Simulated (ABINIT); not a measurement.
Crystal: Si2Mo.

```xyz
3
Lattice="-1.6000 1.6000 3.9305 1.6000 -1.6000 3.9305 1.6000 1.6000 -3.9305" Properties=species:S:1:pos:R:3 pbc="T T T"
Mo    0.0000    0.0000    0.0000
Si    0.0000    0.0000    5.2433
Si    0.0000    0.0000    2.6177
```

Base run:

* Program: ABINIT 10.8.3 (patched build)
* Functional: WC
* Potentials or basis: JTH PAW PBE v2.0
* Cutoff: 408 eV
* k mesh: 12 × 12 × 12
* Occupations: fermi-dirac, width 0.05 eV
* Spin: no spin polarisation

Its results: band gap on the k mesh none (metal or under the smearing width); pressure -1.4 GPa; largest force 0.319 eV/Å.

The run is repeated on the same cell with these changes: functional from WC to revPBE. What comes out?

Band gap on the k mesh none (metal or under the smearing width); pressure 4.1 GPa; largest force 0.255 eV/Å.

revPBE binds less tightly than WC, so the same cell stands under more pressure.

Caveats: the PAW data sets were made with another functional, which shifts forces and pressure a little.

Not every run made on this cell is shown here.
